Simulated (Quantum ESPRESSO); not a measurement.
**C in Quantum ESPRESSO: convergence with number of bands**

The system is C.

```
C
1.0
     2.52210    0.00000    0.00000
    -1.26105    2.18420    0.00000
     0.00000    0.00000   12.35570
C
12
Direct
  0.68782 0.33954 0.36170
  0.31737 0.62928 0.85283
  0.64263 0.31252 0.15742
  0.35158 0.67954 0.64609
  0.66617 0.33098 0.49100
  0.34092 0.68058 0.97634
  0.66624 0.31837 0.01736
  0.35226 0.70903 0.53114
  0.04375 0.03957 0.81257
  0.97878 0.97303 0.31691
  0.98896 0.94633 0.68651
  0.98743 0.06990 0.20167
```

This isn't the form of C at room conditions, which is graphite.

The cell isn't the ideal one: atoms moved at random, drawn with an rms of 0.15 Å.

```yaml
Program: Quantum ESPRESSO 7.5
Task: single point
Functional: PBE
Potentials_or_basis: SSSP 1.3 efficiency PBE
Cutoff: 748 eV
Density_cutoff: 5987 eV
k_mesh: 7 × 7 × 2
Occupations: methfessel-paxton, width 0.1 eV
Spin: no spin polarisation
```

These are the settings of the first run; the series varies number of bands, with any setting tied to it.

Hardware: 1 thread of Arm Neoverse V2, on a shared host.

```csv
number of bands,"energy less the tightest run, at zero smearing (meV/atom)",SCF cycles,CPU time (s),peak memory (GiB)
29,0.00,12,98,0.22
30,0.00,12,100,0.22
31,0.00,12,100,0.2
33,0.00,12,110,0.2
37,0.00,11,110,0.24
45,0.00,11,130,0.26
```

Against the tightest run, the energy stays within 1 meV/atom from 29 on. The tightest run that finished is the yardstick and may itself not be fully converged.

Caveat, for the tightest run too: this smearing can shift energies of a crystal with a gap.
